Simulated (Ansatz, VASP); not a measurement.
# Two plane-wave programs on MoS2

```
CELL_PARAMETERS angstrom
3.13466 0.00000 0.00000
-1.56733 2.71469 0.00000
0.00000 0.00000 32.41022
ATOMIC_POSITIONS crystal
S 0.00000 0.00000 0.45034
S 0.33333 0.66667 0.54966
Mo 0.66667 0.33333 0.50000
```

Alike in both runs: functional PBE; dispersion D3(BJ); k mesh 15 × 15 × 1; occupations gaussian, width 0.1 eV; no spin polarisation.

Ansatz relaxed the structure, and its values are those at the end. VASP's run is a single point on that final structure, the one shown.

|  | VASP | Ansatz |
| --- | --- | --- |
| version | VASP 6.6.1 | Ansatz 0.2.0 |
| potentials or method | VASP PAW PBE potentials, release 64 (S, Mo_sv) | scalar-relativistic, plane waves, PAW |
| plane-wave cutoff (eV) | 520 | 420 |
| valence electrons in the cell | 26 | 26 |

```tsv
	VASP	Ansatz	Ansatz less VASP
gap on the k mesh at the Fermi level (eV)	none	none	-
rms of the force components (eV/Å)	0.005	0.000	-0.0048
work function, face that differs most (eV)	5.04	5.06	+0.022
```

A gap of «none» marks a metal or a gap that the smearing closes.
